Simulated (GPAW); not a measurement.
## AlAu in GPAW: convergence with bands over the usual count

Crystal: AlAu.

```
Au Al
1.0
     3.22394    0.00000    0.00000
     0.00000    3.22394    0.00000
     0.00000    0.00000    3.22394
Au Al
1 1
Direct
  0.50000 0.50000 0.50000
  0.00000 0.00000 0.00000
```

The cell comes from a database or a generator and needn't be the stable form of this composition.

* Program: GPAW 26.7.0
* Task: convergence study
* Functional: PBEsol
* Potentials or basis: PAW data sets generated in the run's folder for this functional
* Cutoff: 600 eV
* Basis: pw
* k mesh: 8 × 8 × 8
* Occupations: fermi-dirac, width 0.05 eV
* Spin: no spin polarisation

These are the settings of the first run; the series varies bands over the usual count, with any setting tied to it.

Hardware: 1 thread of Arm Neoverse V2, with other jobs on the host.

```csv
bands over the usual count,"energy less the tightest run, at zero smearing (meV/atom)",SCF cycles,CPU time (s),peak memory (GiB)
0.72,0.00,10,9.6,0.15
0.8,0.00,10,9.7,0.15
0.9,0.00,10,11,0.15
1,0.00,10,11,0.15
1.3,0.00,10,13,0.15
1.7,0.00,10,16,0.16
2.5,0.00,10,23,0.16
```

Against the tightest run, the energy stays within 1 meV/atom from 0.72 on. The tightest run that finished is the yardstick and may itself not be fully converged.

 The run has no spin-orbit coupling, so splittings on Au are missing.
